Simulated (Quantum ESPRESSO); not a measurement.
## Ti under changes of volume

One of the cells (17.636 Å³/atom); the others are scaled copies at fixed shape and fractional positions:

```
CELL_PARAMETERS angstrom
2.95000 0.00000 0.00000
-1.47500 2.55477 0.00000
0.00000 0.00000 4.68000
ATOMIC_POSITIONS crystal
Ti 0.66667 0.33333 0.75000
Ti 0.33333 0.66667 0.25000
```

| Item | Value |
| --- | --- |
| Program | Quantum ESPRESSO 7.5 |
| Functional | LDA |
| Potentials or basis | PseudoDojo 0.4.1 SR LDA standard |
| Cutoff | 1143 eV |
| Density cutoff | 4572 eV |
| k mesh | 10 × 10 × 6 |
| Occupations | fermi-dirac, width 0.05 eV |
| Spin | no spin polarisation |

| volume (Å³/atom) | energy over the lowest point (meV/atom) | pressure (GPa) |
| --- | --- | --- |
| 16.577 | 0.00 | -3.4 |
| 16.930 | 10.19 | -5.7 |
| 17.283 | 25.18 | -7.8 |
| 17.636 | 44.52 | -9.7 |
| 17.988 | 67.81 | -11.4 |
| 18.341 | 94.69 | -12.9 |
| 18.694 | ? | ? |

Task: What does the run at 18.694 Å³/atom give?

Result: Energy over the lowest point 124.83 meV/atom; pressure -14.4 GPa.

Worked out: A Birch-Murnaghan fit of order 3 (a polynomial in V^(-2/3)) to the other rows has its minimum at 16.10 Å³/atom, just outside them, with B0 = V·E''(V) = 125 GPa and B' = 3.5 at fixed shape and positions, which overstates the stiffness. It gives 124.86 meV/atom at 18.694 Å³/atom, against the run's 124.83, and -dE/dV = -14.4 GPa, against -14.4.

Energies are extrapolated to zero smearing.
